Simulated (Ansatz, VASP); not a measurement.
# GaP (GaP (110), 16 units): VASP beside Ansatz

One calculation is typed for both programs; each brings its own data sets. How far apart do they land? Of the first pair: The structure shown is the start of the Ansatz relaxation below; VASP solves that cell, so the two are compared at the walk's first step.

Program: Ansatz 0.2.0. Level of theory: plane waves, with VASP 6.6.1 beside it; PBE. Results are calculated unless marked as measured.

### 1. The structure

The cell holds 32 atoms: 16 Ga and 16 P. Cell: a = 3.854 Å, b = 5.450 Å, c = 46.903 Å, α = 90.0°, β = 90.0°, γ = 90.0°. It derives from GaP (zincblende GaP). Vacuum lies along c.

### 2. Ansatz: relaxation, PBE

Ansatz runs on its default PAW (the set named soft_2) files.

The two programs are compared at the cell with which this relaxation starts, whose forces are those of its first step.

input.yaml

```yaml
crystal:
  lattice:
    - [3.85373196, 0.0, 0.0]
    - [0.0, 5.45, 0.0]
    - [0.0, 0.0, 46.902989681]
  atoms:
    - { symbol: Ga, position: [0.5, 0.5, 0.1918854227] }
    - { symbol: P, position: [0.0, 0.75, 0.1918854227] }
    - { symbol: Ga, position: [0.0, 0.0, 0.2329673663] }
    - { symbol: P, position: [0.5, 0.25, 0.2329673663] }
    - { symbol: Ga, position: [0.5, 0.5, 0.27404931] }
    - { symbol: P, position: [0.0, 0.75, 0.27404931] }
    - { symbol: Ga, position: [0.0, 0.0, 0.3151312536] }
    - { symbol: P, position: [0.5, 0.25, 0.3151312536] }
    - { symbol: Ga, position: [0.5, 0.5, 0.3562131973] }
    - { symbol: P, position: [0.0, 0.75, 0.3562131973] }
    - { symbol: Ga, position: [0.0, 0.0, 0.3972951409] }
    - { symbol: P, position: [0.5, 0.25, 0.3972951409] }
    - { symbol: Ga, position: [0.5, 0.5, 0.4383770845] }
    - { symbol: P, position: [0.0, 0.75, 0.4383770845] }
    - { symbol: Ga, position: [0.0, 0.0, 0.4794590282] }
    - { symbol: P, position: [0.5, 0.25, 0.4794590282] }
    - { symbol: Ga, position: [0.5, 0.5, 0.5205409718] }
    - { symbol: P, position: [0.0, 0.75, 0.5205409718] }
    - { symbol: Ga, position: [0.0, 0.0, 0.5616229155] }
    - { symbol: P, position: [0.5, 0.25, 0.5616229155] }
    - { symbol: Ga, position: [0.5, 0.5, 0.6027048591] }
    - { symbol: P, position: [0.0, 0.75, 0.6027048591] }
    - { symbol: Ga, position: [0.0, 0.0, 0.6437868027] }
    - { symbol: P, position: [0.5, 0.25, 0.6437868027] }
    - { symbol: Ga, position: [0.5, 0.5, 0.6848687464] }
    - { symbol: P, position: [0.0, 0.75, 0.6848687464] }
    - { symbol: Ga, position: [0.0, 0.0, 0.72595069] }
    - { symbol: P, position: [0.5, 0.25, 0.72595069] }
    - { symbol: Ga, position: [0.5, 0.5, 0.7670326337] }
    - { symbol: P, position: [0.0, 0.75, 0.7670326337] }
    - { symbol: Ga, position: [0.0, 0.0, 0.8081145773] }
    - { symbol: P, position: [0.5, 0.25, 0.8081145773] }
kpoints:
  mp_grid: { grid: [8, 6, 1] }
hamiltonian:
  xc: pbe
scf:
  occupations: { method: fixed }
  convergence: { dr2_threshold: 1.0e-09 }
efield:
  axis: 3
  dipole_correction: true
  ramp_position: 0.97
  ramp_width: 0.06
relax:
  f_tol: 0.003
  max_steps: 100
output:
  write_potential: true
  write_density: true
  volumetric_format: npy
```

Launch:

```bash
ansatz run input.yaml --threads 16 --pin off --max-ram 32768MiB --backend cpu --events-out ev --progress --plain --runs-dir out
```

Numbers of over 12 decimals in the logs are rounded to 6 here.

What it wrote:

```text
Engine: ansatz 0.2.0, aarch64-unknown-linux-gnu
Pseudopotentials: kind: paw
Pseudopotential: Ga, paw, valence charge 13, recommended cutoff 420 eV (normal), Ga.paw.azcp
Pseudopotential: P, paw, valence charge 5, recommended cutoff 420 eV (normal), P.paw.azcp
Functional definition: PBE
  parameter kappa = 0.804
  parameter beta = 0.066725
  exchange = pbe_x(kappa = kappa, mu = beta*pi^2/3)
  correlation = pbe_c(beta = beta)
Crystal: 32 atoms, lattice volume = 985.096 Å³
Basis set: ecut = 420 eV, 19263 PW (Γ), exchange–correlation on 54×80×640 points (8 copies of the dense FFT grid, shifted against one another)
Bands: 176, of which v1, the nominal top of the filled ones, is band 144 counted from 1 (143 counted from 0)
Symmetry: 2 space group operations
k-points: 20 of 48 (time reversal used)
Non-local potential: Ga, projectors of the file, l = 0: 2, l = 1: 2, l = 2: 3, l = 3: 1
Non-local potential: P, projectors of the file, l = 0: 2, l = 1: 2, l = 2: 2
PAW form: soft (Blöchl's): semilocal exchange-correlation on the pseudo side does not see the compensation charge
PAW one-centre angular grid: Ga, 590 points (default); XC on 64 Gauss nodes
PAW one-centre angular grid: P, 110 points (default); XC on 64 Gauss nodes
Initial density: superposition of atomic densities (neutral atoms: chi_scale 0, normalization atom), corrected by the library's trained network
Initial wavefunctions: pseudopotential atomic-orbital guess
Functional: x = pbe(κ = 0.804, μ = 0.219515), c = pbe(β = 0.066725)
SCF iter   1: F=—  HF=-72629.492304 eV  |F-HF|=—  |Δ(HF+E_count)|=         —  Δρ=1.84e-3  dr2=8.66e-2  ethr=1.77e-3  p=0.000 e·Å  D=7.62e-14 V/Å  ΔV_dip=-0.00 eV  dr2_dipole=7.77e-8  V_vac-E_F(+/−)=4.92/4.92 eV  ⟨swp⟩=5.8  Hψ=12590  notcnv=0  defer=595
efield: sawtooth ramp at fractional position 0.9700 (set: `efield.ramp_position`, or a place that a band, a saddle search or an elastic batch's reference lends), width 0.0600; the density the first Hamiltonian is built on has a dipole p = 0.000 e·Å; the dipole correction subtracts the counter field D = 7.62e-14 V/Å, which shifts the + side's vacuum level by -0.00 eV against the − side's; the planar-averaged density in the ramp window peaks in size at 2.5e-6 e/Å³
preconditioner: auto → Resta (q_TF=auto, 2.223 Å⁻¹)  ε∞=3.1  [insulator: Δε(μ)=0.657 eV  Ē_g=13.815 eV  n_scr=196 (ndim 8)  ℏωp=20.1 eV  f_vac=0.324  ε∞_Penn≈3.1  vacuum switching on, ρ_ref=1.4e-2 e/Å³]
SCF iter   2: F=—  HF=-72629.455749 eV  |F-HF|=—  |Δ(HF+E_count)|=   3.66e-2  Δρ=9.83e-4  dr2=1.93e-2  ethr=3.01e-5  p=0.000 e·Å  D=2.93e-5 V/Å  ΔV_dip=-0.00 eV  dr2_dipole=3.36e-7  V_vac-E_F(+/−)=4.88/4.88 eV  ⟨swp⟩=3.0  Hψ=6746  notcnv=0  defer=600
density mixer auto → msr1: gapped (density of states about μ 0.18 of a free-electron gas's, 196 screened modes)
SCF iter   3: F=—  HF=-72629.456181 eV  |F-HF|=—  |Δ(HF+E_count)|=   4.31e-4  Δρ=4.61e-4  dr2=1.43e-2  ethr=6.71e-6  p=-0.000 e·Å  D=-3.51e-5 V/Å  ΔV_dip=0.00 eV  dr2_dipole=4.73e-7  V_vac-E_F(+/−)=4.94/4.93 eV  ⟨swp⟩=3.6  Hψ=6520  notcnv=0  defer=600
SCF iter   4: F=—  HF=-72629.456110 eV  |F-HF|=—  |Δ(HF+E_count)|=   7.09e-5  Δρ=2.34e-4  dr2=2.31e-3  ethr=4.97e-6  p=0.000 e·Å  D=1.55e-5 V/Å  ΔV_dip=-0.00 eV  dr2_dipole=1.02e-7  V_vac-E_F(+/−)=4.90/4.90 eV  ⟨swp⟩=3.0  Hψ=3644  notcnv=0  defer=600
SCF iter   5: F=—  HF=-72629.456187 eV  |F-HF|=—  |Δ(HF+E_count)|=   7.71e-5  Δρ=1.01e-4  dr2=1.35e-4  ethr=8.03e-7  p=-0.000 e·Å  D=-3.19e-6 V/Å  ΔV_dip=0.00 eV  dr2_dipole=4.03e-9  V_vac-E_F(+/−)=4.91/4.91 eV  ⟨swp⟩=3.1  Hψ=6706  notcnv=0  defer=600
SCF iter   6: F=—  HF=-72629.456277 eV  |F-HF|=—  |Δ(HF+E_count)|=   9.02e-5  Δρ=4.02e-5  dr2=1.74e-5  ethr=4.70e-8  p=0.000 e·Å  D=3.33e-6 V/Å  ΔV_dip=-0.00 eV  dr2_dipole=4.85e-9  V_vac-E_F(+/−)=4.91/4.91 eV  ⟨swp⟩=2.0  Hψ=5657  notcnv=0  defer=600
SCF iter   7: F=—  HF=-72629.456053 eV  |F-HF|=—  |Δ(HF+E_count)|=   2.25e-4  Δρ=1.23e-5  dr2=4.07e-6  ethr=6.05e-9  p=-0.000 e·Å  D=-9.43e-6 V/Å  ΔV_dip=0.00 eV  dr2_dipole=3.67e-8  V_vac-E_F(+/−)=4.91/4.91 eV  ⟨swp⟩=2.0  Hψ=4935  notcnv=0  defer=600
SCF iter   8: F=—  HF=-72629.456055 eV  |F-HF|=—  |Δ(HF+E_count)|=   2.00e-6  Δρ=5.49e-6  dr2=1.44e-6  ethr=1.41e-9  p=0.000 e·Å  D=1.37e-5 V/Å  ΔV_dip=-0.00 eV  dr2_dipole=7.80e-8  V_vac-E_F(+/−)=4.91/4.91 eV  ⟨swp⟩=2.9  Hψ=4492  notcnv=0  defer=600
SCF iter   9: F=—  HF=-72629.456055 eV  |F-HF|=—  |Δ(HF+E_count)|=   2.05e-7  Δρ=2.24e-6  dr2=9.00e-8  ethr=5.00e-10  p=-0.000 e·Å  D=-1.09e-5 V/Å  ΔV_dip=0.00 eV  dr2_dipole=4.94e-8  V_vac-E_F(+/−)=4.91/4.91 eV  ⟨swp⟩=2.9  Hψ=4843  notcnv=0  defer=600
SCF iter  10: F=—  HF=-72629.456055 eV  |F-HF|=—  |Δ(HF+E_count)|=   5.34e-8  Δρ=1.01e-6  dr2=5.80e-8  ethr=3.12e-11  p=0.000 e·Å  D=1.36e-5 V/Å  ΔV_dip=-0.00 eV  dr2_dipole=7.49e-8  V_vac-E_F(+/−)=4.91/4.91 eV  ⟨swp⟩=2.7  Hψ=6108  notcnv=0  defer=600
[...]
k-point 1: bands = [... 140 lower, 2.5844, 2.5912, 2.5934, 2.6008, 4.4863, 4.6579, 4.8541, 5.0329, ... 28 higher]
  k-point 2: bands = [... 140 lower, 2.0709, 2.0819, 2.2385, 2.2463, 4.5419, 4.5874, 4.7908, 4.8635, ... 28 higher]
  k-point 19: bands = [... 140 lower, 1.7375, 1.7375, 2.0653, 2.0653, 4.3120, 4.3120, 4.7646, 4.7646, ... 28 higher]
--- Relaxed structure (6 steps of the walk, 6 accepted, 0 SCFs on fresh bases) ---
  F+E_penalty+E_count = -72630.89460201 eV   max|allowed force component| = 2.560e-3 eV/Å
  atoms:
    - { symbol: Ga, position: [0.5, 0.562823, 0.195923] }
    - { symbol: P, position: [0.0, 0.773808, 0.182368] }
    - { symbol: Ga, position: [0.0, -0.010729, 0.226949] }
    - { symbol: P, position: [0.5, 0.242445, 0.229222] }
    - { symbol: Ga, position: [0.5, 0.493671, 0.271108] }
    - { symbol: P, position: [0.0, 0.747449, 0.269965] }
    - { symbol: Ga, position: [0.0, -0.0077526, 0.311956] }
    - { symbol: P, position: [0.5, 0.244534, 0.312525] }
    - { symbol: Ga, position: [0.5, 0.493418, 0.354131] }
    - { symbol: P, position: [0.0, 0.745466, 0.353870] }
    - { symbol: Ga, position: [0.0, -0.00695315, 0.395635] }
    - { symbol: P, position: [0.5, 0.245139, 0.395772] }
    - { symbol: Ga, position: [0.5, 0.493140, 0.437468] }
    - { symbol: P, position: [0.0, 0.745248, 0.437386] }
    - { symbol: Ga, position: [0.0, -0.0069055, 0.479111] }
    - { symbol: P, position: [0.5, 0.245199, 0.479170] }
    - { symbol: Ga, position: [0.5, 0.493094, 0.520889] }
    - { symbol: P, position: [0.0, 0.745199, 0.520830] }
    - { symbol: Ga, position: [0.0, -0.00686023, 0.562532] }
    - { symbol: P, position: [0.5, 0.245248, 0.562614] }
    - { symbol: Ga, position: [0.5, 0.493047, 0.604365] }
    - { symbol: P, position: [0.0, 0.745139, 0.604228] }
    - { symbol: Ga, position: [0.0, -0.00658207, 0.645869] }
    - { symbol: P, position: [0.5, 0.245466, 0.646130] }
    - { symbol: Ga, position: [0.5, 0.492247, 0.688044] }
    - { symbol: P, position: [0.0, 0.744534, 0.687475] }
    - { symbol: Ga, position: [0.0, -0.00632867, 0.728892] }
    - { symbol: P, position: [0.5, 0.247449, 0.730035] }
    - { symbol: Ga, position: [0.5, 0.489270, 0.773051] }
    - { symbol: P, position: [0.0, 0.742445, 0.770778] }
    - { symbol: Ga, position: [0.0, 0.062823, 0.804077] }
    - { symbol: P, position: [0.5, 0.273808, 0.817632] }
```

Reading the cycles: dr2 is the Hartree energy of the density residual (eV), the measure of convergence; HF is the Harris–Foulkes estimate of the energy, which meets the free energy F at convergence.

### 3. VASP: single point, PBE, start cell, pair 1

The same cell, functional and mesh now go to VASP, with its own data sets.

Lines of VASP's logs that name or quote its potential files are left out, and so is its time.

INCAR

```
SYSTEM = GaP
PREC = Accurate
ENCUT = 400
EDIFF = 1E-06
NELM = 120
ISMEAR = 0
SIGMA = 0.01
LREAL = Auto
ALGO = Normal
GGA = PE
NBANDS = 168
LORBIT = 11
LWAVE = .FALSE.
LCHARG = .FALSE.
ISIF = 2
LDIPOL = .TRUE.
IDIPOL = 3
DIPOL = 0.5 0.5 0.5
LVHAR = .TRUE.
LASPH = .TRUE.
GGA_COMPAT = .FALSE.
EFERMI = MIDGAP
NELMDL = -8
KPAR = 4
```

POSCAR

```
GaP
1.0
    3.8537319600      0.0000000000      0.0000000000
    0.0000000000      5.4500000000      0.0000000000
    0.0000000000      0.0000000000     46.9029896810
Ga P
16 16
Direct
    0.5000000026      0.5000000000      0.1918854227
    0.0000000026      0.0000000000      0.2329673668
    0.5000000026      0.5000000000      0.2740493109
    0.0000000026      0.0000000000      0.3151312550
    0.5000000026      0.5000000000      0.3562131991
    0.0000000026      0.0000000000      0.3972951432
    0.5000000026      0.5000000000      0.4383770873
    0.0000000026      0.0000000000      0.4794590314
    0.5000000026      0.5000000000      0.5205409754
    0.0000000026      0.0000000000      0.5616229195
    0.5000000026      0.5000000000      0.6027048636
    0.0000000026      0.0000000000      0.6437868077
    0.5000000026      0.5000000000      0.6848687518
    0.0000000026      0.0000000000      0.7259506959
    0.5000000026      0.5000000000      0.7670326400
    0.0000000026      0.0000000000      0.8081145841
    0.0000000026      0.7500000000      0.1918854227
    0.5000000026      0.2500000000      0.2329673668
    0.0000000026      0.7500000000      0.2740493109
    0.5000000026      0.2500000000      0.3151312550
    0.0000000026      0.7500000000      0.3562131991
    0.5000000026      0.2500000000      0.3972951432
    0.0000000026      0.7500000000      0.4383770873
    0.5000000026      0.2500000000      0.4794590314
    0.0000000026      0.7500000000      0.5205409754
    0.5000000026      0.2500000000      0.5616229195
    0.0000000026      0.7500000000      0.6027048636
    0.5000000026      0.2500000000      0.6437868077
    0.0000000026      0.7500000000      0.6848687518
    0.5000000026      0.2500000000      0.7259506959
    0.0000000026      0.7500000000      0.7670326400
    0.5000000026      0.2500000000      0.8081145841
```

KPOINTS

```
Automatic mesh
0
Gamma
8 6 1
0 0 0
```

The projector-augmented-wave data sets are Ga_d and P (PBE family, release 64).

Launch:

```bash
mpirun -np 4 vasp_std
```

What it wrote:

```text
[banner, memory and clock lines left out]
running    4 mpi-ranks, on    1 nodes
[...]
LDA part: xc-table for (Slater+PW92), standard interpolation
 POSCAR, INCAR and KPOINTS ok, starting setup
[...]
entering main loop
       N       E                     dE             d eps       ncg     rms          rms(c)
DAV:   1     0.309227912353E+04    0.30923E+04   -0.10593E+05  6872   0.188E+03
DAV:   2     0.457377266982E+03   -0.26349E+04   -0.25694E+04  7480   0.530E+02
DAV:   3    -0.827768792274E+02   -0.54015E+03   -0.50514E+03  7872   0.192E+02
DAV:   4    -0.144573877821E+03   -0.61797E+02   -0.60865E+02  8552   0.612E+01
[...]
DAV:  31    -0.142560993458E+03   -0.11977E-05   -0.33797E-08  4016   0.762E-04    0.110E-04
DAV:  32    -0.142560994829E+03   -0.13710E-05   -0.59265E-08  4296   0.588E-04    0.696E-05
DAV:  33    -0.142560995048E+03   -0.21936E-06   -0.24856E-08  4000   0.389E-04
   1 F= -.14256100E+03 E0= -.14256100E+03  d E =0.000000E+00
```

From OUTCAR (step 3):

```text
  Total        6.5438723      6.0838445      8.7966058      0.0000000      0.0000000      0.0000000
  in kB       10.6430686      9.8948714     14.3069539      0.0000000      0.0000000      0.0000000
  external PRESSURE =      11.6149646 kB  Pullay stress =       0.0000000 kB

 POSITION                                       TOTAL-FORCE (eV/Angst)
 -----------------------------------------------------------------------------------
      1.92687      2.72500      9.00000         0.000000      1.240976      1.312798
      0.00000      0.00000     10.92687         0.000000     -0.325971      0.172001
      1.92687      2.72500     12.85373         0.000000      0.298231      0.112987
      0.00000      0.00000     14.78060         0.000000     -0.086800     -0.005148
      1.92687      2.72500     16.70746         0.000000      0.058971      0.007699
      0.00000      0.00000     18.63433         0.000000     -0.020974     -0.005382
      1.92687      2.72500     20.56120         0.000000      0.012812      0.001978
      0.00000      0.00000     22.48806         0.000000     -0.001578     -0.002214
      1.92687      2.72500     24.41493         0.000000     -0.001578      0.002214
      0.00000      0.00000     26.34179         0.000000      0.012812     -0.001978
      1.92687      2.72500     28.26866         0.000000     -0.020974      0.005382
      0.00000      0.00000     30.19553         0.000000      0.058971     -0.007699
      1.92687      2.72500     32.12239         0.000000     -0.086800      0.005148
      0.00000      0.00000     34.04926         0.000000      0.298231     -0.112987
[...]
-----------------------------------------------------------------------------------
    total drift:                               -0.000055     -0.000983      0.000006

  FREE ENERGIE OF THE ION-ELECTRON SYSTEM (eV)
  ---------------------------------------------------
  free  energy   TOTEN  =      -142.5609950484 eV

  energy  without entropy=     -142.5609950484  energy(sigma->0) =     -142.56099505

[... 3 further parts left out ...]
[key lines of the parts left out:]
E-fermi :   1.7320
```

(Continued in part 2 of 2.)

[Lines on the potential files, build, host, timing and source positions are cut from VASP's logs without a mark.]

[Logs are printed without paths, hosts, clocks, repeated set-up lines and the standing remarks that a program may print on its own settings, such as how far it seeks lower states.]

[Hosts, paths, dates, database ids (printed as entryN), source tags and the programs' standing remarks are cut or masked in the printed files.]
